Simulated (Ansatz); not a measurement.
# BP: the cost of one run

Method: DFT PBE, scalar-relativistic, plane waves, PAW, in Ansatz 0.2.0.

2 further runs of the same task are left out: 1 that didn't finish, 1 set aside as unsound or not needed.

## Step 1: Starting point

Symmetry: F-43m, No. 216, cubic system. Conventional cell: a = 4.548 Å, b = 4.548 Å, c = 4.548 Å, α = 90.00°, β = 90.00°, γ = 90.00°. Around B (site symmetry -43m) lie 4 P at 1.97 Å. P (site symmetry -43m) is surrounded by 4 B at 1.97 Å.

Coordinates:

```cif
data_structure
_symmetry_space_group_name_H-M 'F-43m'
_symmetry_Int_Tables_number 216
_cell_length_a 4.5483
_cell_length_b 4.5483
_cell_length_c 4.5483
_cell_angle_alpha 90.000
_cell_angle_beta 90.000
_cell_angle_gamma 90.000
_cell_volume 94.09
loop_
_atom_site_label
_atom_site_type_symbol
_atom_site_symmetry_multiplicity
_atom_site_Wyckoff_symbol
_atom_site_fract_x
_atom_site_fract_y
_atom_site_fract_z
_atom_site_occupancy
B1 B 4 a 0.00000 0.00000 0.00000 1
P1 P 4 d 0.25000 0.25000 0.75000 1
```

This cell was relaxed beforehand with the same method: volume 11.76 Å³/atom, gap on the mesh 1.25 eV.

## Step 2: A bulk reference on a matched mesh

To let mesh errors cancel, the bulk is computed in a cell built on the (001) plane.

Input file input.yaml:

```yaml
crystal:
  lattice:
    - [3.2161365136, 0.0, 0.0]
    - [0.0, 3.2161365136, 0.0]
    - [0.0, 0.0, 4.548303876]
  atoms:
    - { symbol: B, position: [0.0, 0.0, 0.0] }
    - { symbol: B, position: [0.5, 0.5, 0.5] }
    - { symbol: P, position: [1.0, 0.5, 0.25] }
    - { symbol: P, position: [0.5, 0.0, 0.75] }
basis:
  ecutwfc: 420
kpoints:
  mp_grid: { grid: [8, 8, 8] }
hamiltonian:
  xc: pbe
scf:
  occupations: { method: gaussian, width: 0.05 }
output:
  forces: true
  stress: true
  eigenvalues: true
```

Launch:

```sh
ansatz run input.yaml --threads 2 --pin off --max-ram 5120MiB --backend cpu --events-out ev --progress --plain --runs-dir out
```

**Question.** How long does this run take on 2 threads of Intel Xeon at 2.70GHz, shared host, and how much memory does it need?

About 3 s, with a peak of 0.36 GiB.
